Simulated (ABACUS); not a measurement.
Crystal: BN.

```
N B
1.0
     0.00000    1.81300    1.81300
     1.81300    0.00000    1.81300
     1.81300    1.81300    0.00000
N B
1 1
Cartesian
  0.9065 0.9065 0.9065
  0.0000 0.0000 0.0000
```

The cell is a database's computed one.

- Program: ABACUS 3.10.1
- Task: single point
- Functional: PBE
- Potentials or basis: PseudoDojo NC SR 0.4.1 PBE standard
- Cutoff: 1361 eV
- Density cutoff: 5442 eV
- Basis: DZP LCAO (the cutoffs set its grid)
- k mesh: 13 × 13 × 13
- Occupations: fermi-dirac, width 0.05 eV
- Spin: no spin polarisation

On this cell: pressure 0.3 GPa; largest force zero by symmetry; band gap on the k mesh 4.62 eV, indirect (least direct gap 8.80 eV).

The same run follows on a disturbed copy (atoms moved at random, drawn with an rms of 0.05 Å):

```
N B
1.0
     0.00000    1.81300    1.81300
     1.81300    0.00000    1.81300
     1.81300    1.81300    0.00000
N B
1 1
Direct
  0.26768 0.26067 0.22873
  0.97937 0.02168 0.00165
```

**Question.** What does the disturbed cell give?

**Answer.** The energy moves by +47.2 meV/atom; pressure 2.5 GPa; largest force 2.371 eV/Å; band gap on the k mesh 3.97 eV, indirect (least direct gap 7.80 eV).

Forces in eV/Å, atoms in the order of the input:
```
N    1.643 -0.996 -1.389
B   -1.643  0.996  1.389
```

Stress tensor (GPa, compression positive):
```
 2.30 -2.87 -3.01
-2.87  2.79  3.05
-3.01  3.05  2.52
```

Caveats: the atomic orbitals were generated for these runs and aren't a published set; an odd mesh through Γ misses points on the zone boundary, where band edges often lie; the basis of atomic orbitals isn't converged, which shifts pressures, moduli and gaps.
